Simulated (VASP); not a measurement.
Consider the following.

```xyz
15
Lattice="4.2512 0.0000 0.0000 -2.1256 3.6816 0.0000 0.0000 0.0000 29.5539" Properties=species:S:1:pos:R:3 pbc="T T T"
Sb     0.0000     2.4544     1.9407
Sb     0.0000     2.4544     7.9106
Sb     0.0000     0.0000    11.7920
Sb     0.0000     0.0000    17.7619
Sb     2.1256     1.2272    21.6433
Sb     2.1256     1.2272    27.6132
Te     0.0000     0.0000     0.0000
Te     0.0000     0.0000     6.2950
Te     2.1256     1.2272     3.5563
Te     2.1256     1.2272     9.8513
Te     2.1256     1.2272    16.1463
Te     0.0000     2.4544    13.4076
Te     0.0000     2.4544    19.7026
Te     0.0000     2.4544    25.9976
Te     0.0000     0.0000    23.2589
```

Calculation: LDA (Ceperley-Alder, Perdew-Zunger), VASP's LDA PAW potentials (set 64) (plane waves; VASP 6.6.1). Settings: PREC = Normal, EDIFF = 1E-5, 400 eV cut-off, 8×8×1 Γ-centred mesh, Gaussian smearing of 0.050 eV, potentials Sb Te.

Problem. The ions are relaxed. Predict the relaxed structure.

Solution. 
```xyz
15
Lattice="4.2512 0.0000 0.0000 -2.1256 3.6816 0.0000 0.0000 0.0000 29.5539" Properties=species:S:1:pos:R:3 pbc="T T T"
Sb     0.0000     2.4544     1.9464
Sb     0.0000     2.4544     7.9049
Sb     0.0000     0.0000    11.7977
Sb     0.0000     0.0000    17.7562
Sb     2.1256     1.2272    21.6490
Sb     2.1256     1.2272    27.6075
Te     0.0000     0.0000     0.0000
Te     0.0000     0.0000     6.1992
Te     2.1256     1.2272     3.6521
Te     2.1256     1.2272     9.8513
Te     2.1256     1.2272    16.0505
Te     0.0000     2.4544    13.5034
Te     0.0000     2.4544    19.7026
Te     0.0000     2.4544    25.9018
Te     0.0000     0.0000    23.3547
```
Space group R-3m (166), at a tolerance of 0.03 Å.

Problem. How much energy does the relaxation gain?

Solution. The energy (σ→0) changes by -10.6 meV/atom, in 8 ionic steps.

| step | E(σ→0) (eV) | max force (eV/Å) | pressure (GPa) | volume (Å³) |
|---|---|---|---|---|
| 1 | -64.7504 | 0.587 | 1.20 | 462.56 |
| 2 | -64.8597 | 0.282 | 0.64 | 462.56 |
| 3 | -64.8785 | 0.120 | 0.33 | 462.56 |
| 4 | -64.8786 | 0.131 | 0.32 | 462.56 |
| 5 | -64.8867 | 0.113 | 0.25 | 462.56 |
| 6 | -64.9038 | 0.059 | 0.06 | 462.56 |
| 7 | -64.9048 | 0.054 | -0.29 | 462.56 |
| 8 | -64.9099 | 0.003 | -0.13 | 462.56 |

The compound is Sb2Te3 in the tetradymite structure. This run relaxes the ions in a fixed cell. Symmetry was kept, so distortions that lower it aren't found.
